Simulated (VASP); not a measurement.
The system is NiO.

```xyz
2
Lattice="0.0000 2.0859 2.0859 2.0859 0.0000 2.0859 2.0859 2.0859 0.0000" Properties=species:S:1:pos:R:3 pbc="T T T"
Ni    0.0000    0.0000    0.0000
O     2.0859    2.0859    2.0859
```

| Property | Result |
| --- | --- |
| Program | VASP 6.6.1 |
| Task | relaxation of cell and atoms |
| Functional | vdW-DF2 |
| Potentials or basis | VASP PAW PBE potentials, release 64 (Ni, O) |
| Cutoff | 600 eV |
| k mesh | 11 × 11 × 11 |
| Occupations | fermi-dirac, width 0.05 eV |
| Spin | collinear spin, ferromagnetic start |
| Starting moments | [1.0, 0.0] μB |

At the start: pressure 18.4 GPa; volume 9.08 Å³/atom.

Task: Where does the relaxation end?

Result: Over 3 steps the energy falls by 53.2 meV/atom and the volume is 10.07 Å³/atom (+10.9 %); space group Fm-3m (No. 225, to 0.05 Å); moment 1.87 μB per cell.

Step by step:
```tsv
step	energy change (eV)	largest force (eV/Å)	pressure (GPa)	volume (Å³)
1	0.0000	0.0000	18.37	18.15
2	-0.0893	0.0000	-5.93	21.02
3	-0.1064	0.0000	-0.06	20.14
```

Final structure:
```
Ni O
1.0
     0.00000    2.15941    2.15941
     2.15941    0.00000    2.15941
     2.15941    2.15941    0.00000
Ni O
1 1
Direct
  0.00000 0.00000 0.00000
  0.50000 0.50000 0.50000
```

Caveat: the PAW data sets were made with another functional, which shifts forces and pressure a little; the volume moved by +11 % from the deposited cell, more than functionals usually miss; a cell with one magnetic atom can't hold antiferromagnetic order, which such compounds often take.
